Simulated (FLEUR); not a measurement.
Pb:

```xyz
1
Lattice="0.0000 2.4750 2.4750 2.4750 0.0000 2.4750 2.4750 2.4750 0.0000" Properties=species:S:1:pos:R:3 pbc="T T T"
Pb    0.0000    0.0000    0.0000
```

```yaml
Program: FLEUR MaX-R8.1 (later development tree)
Task: single point
Functional: PBEsol
Potentials_or_basis: all-electron
Basis: FLAPW
Kmax: 4.1 1/bohr
k_mesh: 9 × 9 × 9
Occupations: fermi-dirac, width 0.05 eV
Spin: no spin polarisation
Gmax: 12.7 1/bohr
Muffin-tin_radii: Pb 2.66 bohr
lmax: Pb 10
lnonsphr: Pb 10
Local_orbitals_a_species: Pb 5
Max_iterations: 60
Mixing_factor: 0.05
Mixer: Anderson
Mixer_history: 15
```

On this cell: band gap on the k mesh none (metal or under the smearing width).

The same run follows on a disturbed copy (cell strained at random at fixed volume):

```
CELL_PARAMETERS angstrom
-0.00696 2.46968 2.44843
2.44759 -0.02698 2.46845
2.45382 2.49594 -0.03322
ATOMIC_POSITIONS crystal
Pb 0.98764 0.00709 0.01656
```

Problem. What changes?

Solution. The energy (extrapolated to zero smearing) moves by +1.9 meV/atom; band gap on the k mesh none (metal or under the smearing width).
